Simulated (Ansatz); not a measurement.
# Al2Pt: the cost of one run

Method: DFT LDA, scalar-relativistic, in Ansatz 0.2.0.

## (1) The structure to begin with

Symmetry: Fm-3m, No. 225, cubic system. The conventional cell has a = 5.910 Å, b = 5.910 Å, c = 5.910 Å, α = 90.00°, β = 90.00°, γ = 90.00°. Al (site symmetry -43m) has 4 Pt at 2.56 Å in its first shell of neighbours. Around Pt (site symmetry m-3m) lie 8 Al at 2.56 Å.

As a file:

```
Al Pt
1.0
     0.00000    2.95500    2.95500
     2.95500    0.00000    2.95500
     2.95500    2.95500    0.00000
Al Pt
2 1
Direct
  0.25000 0.25000 0.25000
  0.75000 0.75000 0.75000
  0.00000 0.00000 0.00000
```

Atoms are numbered in the order of the input: Al1, Al2, Pt3.

## (2) Volume × 0.94, LAPW

File input.yaml:

```yaml
crystal:
  lattice:
    - [0.0, 2.8946769512, 2.8946769512]
    - [2.8946769512, 0.0, 2.8946769512]
    - [2.8946769512, 2.8946769512, 0.0]
  atoms:
    - { symbol: Al, position: [0.25, 0.25, 0.25] }
    - { symbol: Al, position: [0.75, 0.75, 0.75] }
    - { symbol: Pt, position: [0.0, 0.0, 0.0] }
kpoints:
  mp_grid: { grid: [12, 12, 12] }
  band_path:
    path:
      - [0.0, 0.0, 0.0]
      - [0.5, 0.0, 0.5]
      - [0.625, 0.25, 0.625]
      - [0.375, 0.375, 0.75]
      - [0.0, 0.0, 0.0]
      - [0.5, 0.5, 0.5]
      - [0.5, 0.25, 0.75]
      - [0.5, 0.0, 0.5]
    npoints: 5
scf:
  occupations: { method: fermi_dirac, width: 0.08 }
hamiltonian:
  xc: lda
  pseudopotentials: { kind: all_electron, lapw: { basis_error: 0.001 } }
output:
  forces: true
  stress: true
  eigenvalues: true
```

On the command line:

```
ansatz run input.yaml --threads 1 --pin off --max-ram 4096MiB --backend cpu --events-out ev --progress --plain --runs-dir out
```

**Question.** How long does this run take on 1 thread of Arm Neoverse V1, shared host, and how much memory does it need?

About 47 s, with a peak of 0.51 GiB.
